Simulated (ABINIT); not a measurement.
Crystal: SiC (Moissanite).

```xyz
4
Lattice="3.0760 0.0000 0.0000 -1.5380 2.6639 0.0000 0.0000 0.0000 5.0480" Properties=species:S:1:pos:R:3 pbc="T T T"
Si    1.5380    0.8880    2.5240
Si    0.0000    1.7759    0.0000
C     1.5380    0.8880    4.4675
C     0.0000    1.7759    1.9435
```

| Property | Result |
| --- | --- |
| Program | ABINIT 10.8.3 (patched build) |
| Task | relaxation of cell and atoms |
| Functional | PBE |
| Potentials or basis | Ansatz NC PBE |
| Cutoff | 1007 eV |
| k mesh | 8 × 8 × 4 |
| Occupations | fermi-dirac, width 0.05 eV |
| Spin | no spin polarisation |

At the start: pressure 3.9 GPa; volume 10.34 Å³/atom.

Problem. How do energy, volume and symmetry change on relaxing?

Solution. Over 8 steps the energy falls by 11.0 meV/atom and the volume is 10.51 Å³/atom (+1.7 %); space group P6_3mc (No. 186, to 0.05 Å).

Step by step:
| step | energy change (eV) | largest force (eV/Å) | pressure (GPa) | volume (Å³) |
| --- | --- | --- | --- | --- |
| 1 | 0.0000 | 0.7575 | 3.87 | 41.36 |
| 2 | -0.0290 | 0.4674 | 1.04 | 41.86 |
| 3 | -0.0427 | 0.0040 | 0.45 | 41.96 |
| 4 | -0.0431 | 0.0039 | 0.46 | 41.95 |
| 5 | -0.0437 | 0.0086 | -0.65 | 42.18 |
| 6 | -0.0440 | 0.0032 | 0.15 | 42.02 |
| 7 | -0.0440 | 0.0003 | 0.00 | 42.05 |
| 8 | -0.0440 | 0.0000 | 0.00 | 42.05 |

Final structure:
```
Si C
1.0
     3.09285    0.00000    0.00000
    -1.54642    2.67848    0.00000
     0.00000    0.00000    5.07562
Si C
2 2
Direct
  0.66667 0.33333 0.50458
  0.33333 0.66667 0.00458
  0.66667 0.33333 0.88042
  0.33333 0.66667 0.38042
```
